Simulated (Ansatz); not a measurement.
## CdTe (zincblende) under strain

CdTe in the zincblende structure, relaxed with r2SCAN in Ansatz. Space group F-43m (No. 216), cubic; a = 6.560 Å in the conventional setting, 35.29 Å³ an atom. Around Cd lie 4 Te at 2.84 Å; around Te lie 4 Cd at 2.84 Å.

The axes x, y and z are those of this cell:
```
Cd Te
1.0
     0.00000    3.27996    3.27996
     3.27996    0.00000    3.27996
     3.27996    3.27996    0.00000
Cd Te
1 1
Cartesian
  0.0000 0.0000 0.0000
  1.6400 1.6400 1.6400
```

Unstrained: With PBE the gap is 0.662 eV and direct, at Γ. r2SCAN gives a direct gap of 1.161 eV at Γ. HSE06 gives a direct gap of 1.527 eV at Γ. Meshes: PBE 6×6×6, r2SCAN 6×6×6, HSE06 4×4×4. Strains are changes of length per length, and xy shears are angles. After each strain the atoms were relaxed again with r2SCAN within the symmetry that the strain leaves, so tilts or polar shifts that break it weren't tested; points keep the names that they have in the unstrained zone. No spin polarisation and no zero-point or thermal motion.

Changes of the least gap in eV (an overlap counts as a negative gap):
```tsv
strain	volume change (%)	space group	PBE	r2SCAN	HSE06	energy rise, r2SCAN (meV/atom)
isotropic +2.0 % on every length	+6.1	F-43m	-0.174	-0.188	-0.203	15.2
xy shear, engineering strain (angle) +3.0 %	0.0	Imm2	-0.079	-0.085	-0.087	2.0
uniaxial +4.0 % along x	+4.0	I-4m2	-0.164	-0.175	-0.186	9.0
uniaxial -0.5 % along [111]	-0.5	R3m	-0.002	-0.001	0.000	0.2
uniaxial -4.0 % along z	-4.0	I-4m2	+0.035	+0.043	+0.049	9.1
```

Isotropic +2.0 % on every length. HSE06: the gap goes from 1.527 to 1.324 eV (-0.203 eV). Stress change with r2SCAN, compression positive: xx -2.08, yy -2.08, zz -2.08 GPa. For HSE06, dE_g/d ln V = -3.4 eV over this step.

Xy shear, engineering strain (angle) +3.0 %. HSE06: the gap goes from 1.527 to 1.440 eV (-0.087 eV); with r2SCAN the top three valence levels at Γ, degenerate before, become 1+1+1 from the top over 153 meV. Stress change with r2SCAN, compression positive: xx 0.00, yy 0.00, zz -0.01, xy -0.60 GPa.

Uniaxial +4.0 % along x, other directions held. HSE06: the gap goes from 1.527 to 1.341 eV (-0.186 eV); with r2SCAN the top three valence levels at Γ, degenerate before, become 2+1 from the top over 133 meV. Stress change with r2SCAN, compression positive: xx -1.96, yy -1.21, zz -1.21 GPa.

Uniaxial -0.5 % along [111], other directions held. HSE06: the gap goes from 1.527 to 1.527 eV (0.000 eV); with r2SCAN the top three valence levels at Γ, degenerate before, become 1+2 from the top over 25 meV. Stress change with r2SCAN, compression positive: xx +0.20, yy +0.20, zz +0.20, xy +0.07, xz +0.07, yz +0.07 GPa.

Uniaxial -4.0 % along z, other directions held. HSE06: the gap goes from 1.527 to 1.576 eV (+0.049 eV); with r2SCAN the top three valence levels at Γ, degenerate before, become 1+2 from the top over 128 meV. Stress change with r2SCAN, compression positive: xx +1.58, yy +1.58, zz +2.15 GPa.

Spin-orbit coupling is left out, which matters wherever the heavy atoms make up the band edges.

The meshes of the hybrids are coarse, so their gaps aren't converged to the digits shown.

The splittings at Γ are without spin-orbit coupling, which regroups them where it is of like size or larger.
